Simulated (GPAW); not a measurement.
Runs of GPAW 26.7.0 on ZrO2. Symmetry: P4_2/nmc, No. 137, tetragonal system. Conventional cell: a = 3.596 Å, b = 3.596 Å, c = 5.177 Å, α = 90.00°, β = 90.00°, γ = 90.00°. Zr (site symmetry -4m2) is surrounded by 8 O at 2.08 to 2.37 Å. Around O (site symmetry 2mm) lie 4 Zr at 2.08 to 2.37 Å. 

```csv
task,level,potentials or basis,k mesh,cutoff (eV),smearing,band path,band points,gap on the mesh (eV),pressure (GPa),largest force (eV/Å)
single point,PBE,"GPAW PAW data sets (gpaw-data 1.2.1), pw",7 × 7 × 5,800,gaussian 0.014 eV,-,-,4.01,3.2,0.08
single point,PBE,"GPAW PAW data sets (gpaw-data 1.2.1), pw",7 × 7 × 5,800,gaussian 0.015 eV,-,-,4.01,3.2,0.08
band structure,PBE,"GPAW PAW data sets (gpaw-data 1.2.1), pw",7 × 7 × 5,800,fermi-dirac 0.05 eV,"GXMGZRAZ,XR,MA",80,4.01,3.2,0.08
electron localisation function,WC,"PAW data sets generated in the run's folder for this functional, pw",5 × 5 × 3,680,fermi-dirac 0.01 eV,-,-,3.95,-5.4,(a)
```

Alike in all rows: no spin polarisation; cell as given.

Task: Fill in the values left out.

Result: (a) 0.11.

Caveats: an odd mesh through Γ misses points on the zone boundary, where band edges often lie (some runs); the cutoff is short for stress and forces, so pressures can be off by a GPa or more (some runs).

A k mesh can miss the band edges, and the runs leave out spin-orbit coupling on Zr.
